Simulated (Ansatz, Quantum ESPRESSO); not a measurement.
## AlN (Fm-3m): from Born charge to LO-TO splitting

Wanted: the LO mode of AlN (Fm-3m) from the TO mode and the field response.

Method: DFT LDA, scalar-relativistic, plane waves, GBRV ultrasoft pseudopotentials, in Quantum ESPRESSO 7.5.

**1. The relaxed structure**

The structure is cubic, space group Fm-3m (No. 225). Conventional cell: a = 4.018 Å, b = 4.018 Å, c = 4.018 Å, α = 90.00°, β = 90.00°, γ = 90.00°. Nearest to Al lie 6 N at 2.01 Å. Nearest to N lie 6 Al at 2.01 Å. Farther neighbours and most contacts between anions are not listed.

Coordinates:

```cif
data_structure
_symmetry_space_group_name_H-M 'P 1'
_symmetry_Int_Tables_number 1
_cell_length_a 2.8408
_cell_length_b 2.8408
_cell_length_c 2.8408
_cell_angle_alpha 60.000
_cell_angle_beta 60.000
_cell_angle_gamma 60.000
_cell_volume 16.21
loop_
_atom_site_label
_atom_site_type_symbol
_atom_site_fract_x
_atom_site_fract_y
_atom_site_fract_z
_atom_site_occupancy
Al1 Al 0.50000 0.50000 0.50000 1
N2 N 0.00000 0.00000 0.00000 1
```

This is the cell after its relaxation at this level of theory, not the database cell from which that began.

**2. What the response run gave**

A linear-response run on the relaxed cell, with the response to an electric field; only its zone-centre results are used. Cutoff 45 Ry, k mesh 8×8×8.

The log of the run:

```text
[banners, grids, parts of the stress and lines that vanish by symmetry left out]
Program PHONON v.7.5
     Reading xml data from directory:

[...]
Exchange-correlation= PZ
                           (   1   1   0   0   0   0   0)
[...]
(   8 q-points):
[...]
kinetic-energy cut-off    =      45.0000  Ry
     charge density cut-off    =     270.0000  Ry
     convergence threshold     =      1.0E-18
[...]
Exchange-correlation= PZ
                           (   1   1   0   0   0   0   0)
[...]
q = (   0.0000000   0.0000000   0.0000000 )
     49 Sym.Ops. (with q -> -q+G )
     G cutoff =  394.2089  (   8099 G-vectors)     FFT grid: ( 30, 30, 30)
     G cutoff =  262.8060  (   4477 G-vectors)  smooth grid: ( 24, 24, 24)
     number of k points=    29
[...]
Mode symmetry, O_h (m-3m)  point group:
[...]
Dielectric constant
[...]
End of electric fields calculation
          Dielectric constant in cartesian axis
          (       5.108838887      -0.000000000      -0.000000000 )
          (      -0.000000000       5.108838887       0.000000000 )
          (      -0.000000000       0.000000000       5.108838887 )
          Effective charges (d Force / dE) in cartesian axis without acoustic sum rule applied (asr)
           atom    1  Al    Mean Z*:        2.96004
      Ex  (        2.96004        0.00000       -0.00000 )
      Ey  (        0.00000        2.96004        0.00000 )
      Ez  (       -0.00000        0.00000        2.96004 )
           atom    2  N     Mean Z*:       -2.97292
      Ex  (       -2.97292        0.00000       -0.00000 )
      Ey  (        0.00000       -2.97292       -0.00000 )
      Ez  (       -0.00000       -0.00000       -2.97292 )
          Effective charges Sum: Mean:       -0.01288
[...]
Effective charges (d Force / dE) in cartesian axis with asr applied:
           atom    1  Al    Mean Z*:        2.96648
[...]
atom    2  N     Mean Z*:       -2.96648
[...]
Representation #   1 modes #   1   2   3
[...]
End of self-consistent calculation
     Convergence has been achieved
     Representation #   2 modes #   4   5   6
[...]
End of self-consistent calculation
     Convergence has been achieved
[...]
Dielectric constant in cartesian axis
          (       5.108838887      -0.000000000      -0.000000000 )
          (      -0.000000000       5.108838887       0.000000000 )
          (      -0.000000000       0.000000000       5.108838887 )
          Effective charges (d Force / dE) in cartesian axis without acoustic sum rule applied (asr)
[...]
Mode symmetry, C_s (m)     point group:
[...]
q = (    0.750000000  -0.250000000   0.750000000 )
[...]
Mode symmetry, C_s (m)     point group:
     freq (   1-   1) =        321.6  [cm-1]   --> A''
     freq (   2-   2) =        371.3  [cm-1]   --> A'
     freq (   3-   3) =        518.9  [cm-1]   --> A'
     freq (   4-   4) =        530.9  [cm-1]   --> A''
     freq (   5-   5) =        608.7  [cm-1]   --> A'
     freq (   6-   6) =        736.6  [cm-1]   --> A'
[...]
Mode symmetry, C_2v (mm2)  point group:
[...]
q = (    0.500000000   0.000000000   0.500000000 )
[...]
Mode symmetry, C_2v (mm2)  point group:
     freq (   1-   1) =        293.6  [cm-1]   --> B_1  D_3  S_3
     freq (   2-   2) =        377.4  [cm-1]   --> B_2  D_4  S_4
     freq (   3-   3) =        479.0  [cm-1]   --> B_1  D_3  S_3
     freq (   4-   4) =        510.5  [cm-1]   --> A_1  D_1  S_1
     freq (   5-   5) =        614.2  [cm-1]   --> B_2  D_4  S_4
     freq (   6-   6) =        764.2  [cm-1]   --> A_1  D_1  S_1
[...]
Mode symmetry, D_4h(4/mmm) point group:
[...]
Convergence has been achieved
[...]
Convergence has been achieved
[...]
Convergence has been achieved
[...]
Convergence has been achieved
[...]
q = (    0.000000000  -1.000000000   0.000000000 )
[...]
freq (    5) =      17.370270 [THz] =     579.409847 [cm-1]
     freq (    6) =      21.850052 [THz] =     728.839279 [cm-1]
[...]
Mode symmetry, D_4h(4/mmm) point group:
     freq (   1-   2) =        332.5  [cm-1]   --> E_u  X_5' M_5'
     freq (   3-   3) =        475.7  [cm-1]   --> A_2u X_4' M_4'
     freq (   4-   5) =        579.4  [cm-1]   --> E_u  X_5' M_5'
     freq (   6-   6) =        728.8  [cm-1]   --> A_2u X_4' M_4'
[...]
Mode symmetry, D_2d (-42m) point group:
[...]
Representation #   1 mode #   1
[...]
Convergence has been achieved
     Representation #   2 mode #   2
[...]
Convergence has been achieved
     Representation #   3 modes #   3   4
[...]
End of self-consistent calculation
     Convergence has been achieved
     Representation #   4 modes #   5   6
[...]
End of self-consistent calculation
     Convergence has been achieved
[...]
q = (   -0.500000000  -1.000000000   0.000000000 )
[...]
freq (    1) =      11.893717 [THz] =     396.731702 [cm-1]
     freq (    2) =      12.737342 [THz] =     424.872001 [cm-1]
     freq (    3) =      12.737342 [THz] =     424.872001 [cm-1]
     freq (    4) =      18.206620 [THz] =     607.307468 [cm-1]
     freq (    5) =      20.119394 [THz] =     671.110734 [cm-1]
     freq (    6) =      20.119394 [THz] =     671.110734 [cm-1]
[...]
Mode symmetry, D_2d (-42m) point group:
     freq (   1-   1) =        396.7  [cm-1]   --> A_1  X_1  W_1
     freq (   2-   3) =        424.9  [cm-1]   --> E    X_5  W_3
     freq (   4-   4) =        607.3  [cm-1]   --> B_2  X_3  W_2
     freq (   5-   6) =        671.1  [cm-1]   --> E    X_5  W_3

   JOB DONE.
```

| quantity | value |
| --- | --- |
| cell volume Ω (Å³) | 16.212 |
| mass of Al (u) | 26.982 |
| mass of N (u) | 14.007 |
| Born charge of Al, raw (e) | 2.960 |
| Born charge of N, raw (e) | -2.973 |
| ε∞ | 5.109 |
| ω(TO) after the sum rule (cm⁻¹) | 476.5 |

**3. The calculation**

The charges must sum to zero over the cell; taking off their mean, -0.006 e, leaves Z* = 2.966 e on Al. In the polar mode Al moves against N, so the reduced mass is μ = 26.98 × 14.01 / 40.99 = 9.220 u.

A longitudinal wave builds up a field that adds to the restoring force: ω(LO)² = ω(TO)² + 4π Z*² / (μ Ω ε∞), in Hartree atomic units. With μ = 16808 electron masses and Ω = 109.40 bohr³ the second term is 1.1772e-05 Ha², or 567023 cm⁻² (1 Ha = 219474.6 cm⁻¹).

So ω(LO) = √(227062 + 567023) = 891.1 cm⁻¹, and by the Lyddane-Sachs-Teller relation ε₀ = ε∞ (ω(LO)/ω(TO))² = 17.87.

**4. Check against the program**

The analysis program adds the same non-analytic term to the full matrix, here for q along (1 0 0).

The log of the run:

```text
[banner, memory and clock lines left out]
Program DYNMAT v.7.5

     Reading Dynamical Matrix from file x.dyn1
     ...Force constants read
     ...epsilon and Z* read

     Polarizability (A^3 units)
     multiply by 0.422010 for Clausius-Mossotti correction
         5.300738   -0.000000   -0.000000
        -0.000000    5.300738    0.000000
        -0.000000    0.000000    5.300738

     IR activities are in (D/A)^2/amu units

# mode   [cm-1]    [THz]      IR
    1      0.00    0.0000    0.0000
    2      0.00    0.0000    0.0000
    3      0.00    0.0000    0.0000
    4    476.51   14.2856   22.0192
    5    476.51   14.2856   22.0192
    6    891.12   26.7151   22.0192
```

ε₀ comes from the program's run without a direction of q.

| quantity | by hand | program |
| --- | --- | --- |
| ω(LO) (cm⁻¹) | 891.1 | 891.1 |
| ε₀ | 17.87 | 17.87 |

**5. Outcome**

```json
{
  "TO mode": "476.5 cm⁻¹",
  "LO mode": "891.1 cm⁻¹",
  "static dielectric constant": "17.87"
}
```

What this shows: The LO mode of AlN (Fm-3m) lies at 891 cm⁻¹, 415 cm⁻¹ above the TO mode; the formula meets the program within 0.1 cm⁻¹, as it must for a cubic crystal with one polar mode. ω(LO)² − ω(TO)² goes with Z*²/ε∞: an error of 5 % in ε∞ would move the LO mode by 15.3 cm⁻¹, and semilocal functionals tend to overestimate ε∞. These are harmonic values at zero temperature, at the volume of this functional, for the structure held cubic; stability elsewhere in the zone is no part of this calculation.

[Host names and launcher messages were left out of these logs when they were recorded.]

[Logs are printed without paths, hosts, clocks, repeated set-up lines and the standing remarks that a program may print on its own settings, such as how far it seeks lower states.]

[Hosts, paths, dates, database ids (printed as entryN), source tags and the programs' standing remarks are cut or masked in the printed files.]
